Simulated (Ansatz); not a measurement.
MoS2 (started from an entry of an open crystallographic database), relaxed with r2SCAN+rVV10 in the PAW code Ansatz. It is hexagonal, P6_3/mmc (No. 194); a = 3.173 Å, c = 12.436 Å in the conventional setting, 18.07 Å³ an atom. Around Mo lie 6 S at 2.40 Å; around S lie 3 Mo at 2.40 Å.

The axes x, y and z are those of this cell:
```
Mo S
1.0
     3.17302    0.00000    0.00000
    -1.58651    2.74792    0.00000
     0.00000    0.00000   12.43591
Mo S
2 4
Direct
  0.33333 0.66667 0.25000
  0.66667 0.33333 0.75000
  0.33333 0.66667 0.62490
  0.66667 0.33333 0.12490
  0.33333 0.66667 0.87510
  0.66667 0.33333 0.37510
```

Unstrained: PBE gives an indirect gap of 0.927 eV, from Γ to Γ–K (0.53 of the way from Γ); the least direct gap is 1.635 eV at K. r2SCAN gives an indirect gap of 1.032 eV, from Γ to Γ–K (0.53 of the way from Γ); the least direct gap is 1.742 eV at K. HSE06 gives an indirect gap of 1.477 eV, from Γ to K; the least direct gap is 2.092 eV at K. A second conduction valley, at Γ–K (0.53 of the way from Γ), lies only 14 meV higher, so their order isn't settled. Meshes: PBE 12×12×2, r2SCAN 12×12×2, HSE06 6×6×2. Strains are changes of length per length. After each strain the atoms were relaxed again with r2SCAN+rVV10 within the symmetry that the strain leaves, so tilts or polar shifts that break it weren't tested; points keep the names that they have in the unstrained zone. The values are computed, spin-unpolarised, and not measurements.

Question: Apply biaxial -1.17 % in x and y, z held. How far does the gap move, against the unstrained cell?

Answer: PBE: the gap goes from 0.927 to 0.944 eV (+0.017 eV); with r2SCAN the top three valence levels at Γ, grouped 1+1+1 from the top over 1364 meV, become 1+1+1 over 1377 meV. r2SCAN: the gap goes from 1.032 to 1.054 eV (+0.022 eV). HSE06: the gap goes from 1.477 to 1.508 eV (+0.031 eV); the edges go from Γ → K to Γ → Γ–K (0.53).

Question: Apply uniaxial -2.74 % along x, other directions held. How far does the gap move, against the unstrained cell?

Answer: PBE: the gap goes from 0.927 to 0.941 eV (+0.014 eV); with r2SCAN the top three valence levels at Γ, grouped 1+1+1 from the top over 1364 meV, become 1+1+1 over 1371 meV. r2SCAN: the gap goes from 1.032 to 1.051 eV (+0.019 eV). HSE06: the gap goes from 1.477 to 1.507 eV (+0.030 eV); the edges go from Γ → K to Γ → Γ–K (0.53).

Question: For epitaxial -2.37 % in the xy plane, how far does the free direction move, and what happens to the gap?

Answer: The normal strain at zero normal stress is +1.05 %, 0.44 of the in-plane strain with the sign turned. PBE: the gap goes from 0.927 to 1.028 eV (+0.101 eV); the edges go from Γ → Γ–K (0.53) to Γ → Γ–K (0.54). r2SCAN: the gap goes from 1.032 to 1.143 eV (+0.111 eV); the edges go from Γ → Γ–K (0.53) to Γ → Γ–K (0.54). HSE06: the gap goes from 1.477 to 1.599 eV (+0.122 eV); the edges go from Γ → K to Γ → Γ–K (0.54).

The runs are scalar-relativistic, without spin-orbit coupling.

Where an edge lies off the special points, it is a point of the mesh or the k point where a search put PBE's edge or least direct gap, reused for the other functionals, whose own edges may lie a little apart.

The meshes of the hybrids are coarse, so their gaps aren't converged to the digits shown.

The splittings at Γ are without spin-orbit coupling, which regroups them where it is of like size or larger.
